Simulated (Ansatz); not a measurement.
# Ir under changes of volume

One of the cells (14.059 Å³/atom); the others are scaled copies at fixed shape and fractional positions:

```
Ir
1.0
     0.00000    1.91560    1.91560
     1.91560    0.00000    1.91560
     1.91560    1.91560    0.00000
Ir
1
Direct
  0.00000 0.00000 0.00000
```

| Quantity | Value |
| --- | --- |
| Program | Ansatz 0.2.0 |
| Functional | PBE |
| Potentials or basis | Ansatz PAW earlier set |
| Cutoff | 620 eV (not typed: the program's choice for these potentials) |
| k mesh | 12 × 12 × 12 |
| Occupations | fermi-dirac, width 0.05 eV |
| Spin | no spin polarisation |

```csv
volume (Å³/atom),energy over the lowest point (meV/atom),pressure (GPa)
13.215,144.11,40.4
13.496,83.09,29.5
13.778,40.05,19.8
14.059,13.00,11.2
14.340,?,?
14.621,0.00,-3.2
14.902,11.05,-9.2
```

Task: What does the run at 14.340 Å³/atom give?

Result: Energy over the lowest point 0.18 meV/atom; pressure 3.6 GPa.

Worked out: A Birch-Murnaghan fit of order 3 (a polynomial in V^(-2/3)) to the other rows has its minimum at 14.48 Å³/atom with B0 = V·E''(V) = 349 GPa and B' = 5.0. It gives 0.20 meV/atom at 14.340 Å³/atom, against the run's 0.18, and -dE/dV = 3.6 GPa, against 3.6.

Energies are extrapolated to zero smearing.
